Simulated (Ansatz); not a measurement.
Runs of Ansatz 0.2.0 on TePb. The structure is cubic, space group Pm-3m (No. 221). The conventional cell has a = 4.002 Å, b = 4.002 Å, c = 4.002 Å, α = 90.00°, β = 90.00°, γ = 90.00°. Pb (site symmetry m-3m) has 8 Te at 3.47 Å as nearest neighbours. Around Te (site symmetry m-3m) lie 8 Pb at 3.47 Å. Measurements of this composition are mostly on another form, of space group No. 225.

```tsv
task	level	cell	k mesh	cutoff (eV)	smearing	gap on the mesh (eV)	pressure (GPa)	relaxed volume (Å³/atom)
relaxation of cell and atoms	RPBE+D4	relaxed	7 × 7 × 7	-	fermi-dirac 0.05 eV	-	0.0	(b)
relaxation of cell and atoms	LDA	relaxed	7 × 7 × 7	-	fermi-dirac 0.05 eV	-	0.0	(a)
phonons	LDA	as given	5 × 5 × 5	161	fermi-dirac 0.05 eV	none	-	-
band structure	LDA	as given	7 × 7 × 7	148	fermi-dirac 0.05 eV	-	-3.9	-
single point	PBE	as given	7 × 7 × 7	147	gaussian 0.02 eV	none	0.1	-
relaxation of cell and atoms	BLYP+D3(BJ)	relaxed	7 × 7 × 7	-	fermi-dirac 0.05 eV	-	0.0	33.90
single point	PBE	as given	7 × 7 × 7	147	gaussian 0.011 eV	none	0.1	-
band structure	RPBE	as given	7 × 7 × 7	147	fermi-dirac 0.05 eV	-	1.6	-
```

Alike in all rows: potentials or basis all-electron LAPW, scalar-relativistic; no spin polarisation; basis error allowed 0.001 eV/atom.

Estimate the missing entries.

(a) 29.13; (b) 32.47.

Caveats: spin-orbit coupling is left out, which moves the levels of the heavy elements (some runs); the k mesh is thin for a metal, which can move the energy by tens of meV per atom (some runs); a metal's response needs a denser mesh (some runs); some modes are imaginary (some runs).

A k mesh can miss the band edges, and the runs leave out spin-orbit coupling on Pb, Te.

A gap of «none» marks a metal or a gap under the smearing width.
